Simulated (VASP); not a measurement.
The system is HfS2.

```
Hf S
1.0
     3.63966    0.00000    0.00000
    -1.81983    3.15204    0.00000
     0.00000    0.00000    6.05556
Hf S
1 2
Direct
  0.00000 0.00000 0.00000
  0.66667 0.33333 0.76395
  0.33333 0.66667 0.23605
```

The cell is a database's computed one.

```yaml
Program: VASP 6.6.1
Task: relaxation of cell and atoms
Functional: PBE
Potentials_or_basis: VASP PAW PBE potentials, release 64 (Hf, S)
Cutoff: 300 eV
k_mesh: 5 × 5 × 3
Occupations: gaussian, width 0.03 eV
Spin: no spin polarisation
```

At the start: pressure 0.9 GPa; volume 23.16 Å³/atom.

**Question.** Where does the relaxation end?

**Answer.** Over 11 steps the energy falls by 2.3 meV/atom and the volume is 24.16 Å³/atom (+4.3 %); space group P-3m1 (No. 164, to 0.05 Å).

The path:
| step | energy change (eV) | largest force (eV/Å) | pressure (GPa) | volume (Å³) |
| --- | --- | --- | --- | --- |
| 1 | 0.0000 | 0.1115 | 0.91 | 69.47 |
| 2 | 0.0009 | 0.2099 | -1.19 | 70.80 |
| 3 | -0.0023 | 0.0364 | -0.08 | 70.08 |
| 4 | -0.0031 | 0.0487 | 0.01 | 70.10 |
| 5 | -0.0035 | 0.0656 | 0.11 | 70.14 |
| 6 | -0.0036 | 0.0693 | 0.13 | 70.14 |
| 7 | -0.0043 | 0.0650 | 0.09 | 70.38 |
| 8 | -0.0058 | 0.0533 | -0.02 | 71.10 |
| 9 | -0.0069 | 0.0268 | -0.19 | 72.55 |
| 10 | -0.0028 | 0.2042 | 1.31 | 72.08 |
| 11 | -0.0070 | 0.0018 | -0.01 | 72.49 |

Final structure:
```yaml
crystal:
  lattice:
    - [3.64083, 0.00000, 0.00000]
    - [-1.82041, 3.15305, 0.00000]
    - [0.00000, 0.00000, 6.31447]
  atoms:
    - { symbol: Hf, position: [0.00000, 0.00000, 0.00000] }
    - { symbol: S, position: [0.66667, 0.33333, 0.77189] }
    - { symbol: S, position: [0.33333, 0.66667, 0.22811] }
```

Caveat: the cutoff is under 1.25 times the usual one of these potentials, so pressure, stress and relaxed cells hold a basis-set (Pulay) error; this functional lacks dispersion, which binds the layers, so the pressure and a relaxed spacing across them are unreliable.
